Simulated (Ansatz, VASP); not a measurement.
## Two plane-wave programs on CdTe

```
Te Cd
1.0
     0.00000    3.20500    3.20500
     3.20500    0.00000    3.20500
     3.20500    3.20500    0.00000
Te Cd
1 1
Direct
  0.75000 0.75000 0.75000
  0.00000 0.00000 0.00000
```

Alike in both runs: task relaxation of cell and atoms; functional LDA; k mesh 7 × 7 × 7; occupations fermi-dirac, width 0.05 eV; no spin polarisation.

|  | VASP | Ansatz |
| --- | --- | --- |
| version | VASP 6.6.1 | Ansatz 0.2.0 |
| potentials or method | VASP PAW LDA potentials, release 64 (Te, Cd) | Ansatz PAW |
| plane-wave cutoff (eV) | 600 | 420 |
| valence electrons in the cell | 18 | 36 |

VASP gave:

| Property | Result |
| --- | --- |
| relaxed volume (Å³/atom) | 33.08 |
| relaxed cell length with the largest relative difference (Å) | 4.540 |

Estimate Ansatz's values.

relaxed volume (Å³/atom): 32.92; relaxed cell length with the largest relative difference (Å): 4.533.

The two sets of potentials don't hold the same shells in valence.

Caveats: spin-orbit coupling is left out, which moves the levels of the heavy elements; odd divisions of the mesh miss points on the zone boundary, where band edges often lie, so the gap on the mesh can be too wide (Ansatz); the plane-wave basis is chosen anew once the cell has moved, so the energies of steps on either side of that aren't comparable (Ansatz); the PAW data sets come from PBE, with cores solved anew for the run's functional, which leaves a small shift of forces and pressure (Ansatz). LDA gaps usually lie below the measured ones, often by a third to a half.
